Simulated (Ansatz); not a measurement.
The system is BN.

```
N B
1.0
     2.50804    0.00000    0.00000
    -1.24671    2.17623    0.00000
    -0.63067   -1.08812    3.02254
N B
1 1
Direct
  0.66851 0.33238 0.98500
  0.97964 0.98350 0.00181
```

The cell comes from a database or a generator and needn't be the stable form of this composition.

Base run:

* Program: Ansatz 0.2.0
* Functional: PBE
* Potentials or basis: all-electron LAPW, scalar-relativistic
* Cutoff: 559 eV (chosen from the basis error)
* Basis error allowed: 0.001 eV/atom
* k mesh: 13 × 13 × 9
* Occupations: fermi-dirac, width 0.05 eV
* Spin: no spin polarisation

Its results: band gap on the k mesh 2.84 eV, indirect (least direct gap 4.54 eV); pressure 5.0 GPa; largest force 2.729 eV/Å.

Problem. The run is repeated on the same cell with these changes: k mesh from 13 × 13 × 9 to 8 × 8 × 5; occupations from fermi-dirac, width 0.05 eV to fermi-dirac, width 0.03 eV. What comes out?

Solution. Band gap on the k mesh 3.08 eV, indirect (least direct gap 4.54 eV); pressure 5.0 GPa; largest force 2.729 eV/Å.

Caveats: forces of over 1 eV/Å show positions far from the minimum, so gaps and moduli don't describe the material at rest; an odd mesh through Γ misses points on the zone boundary, where band edges often lie (some runs).
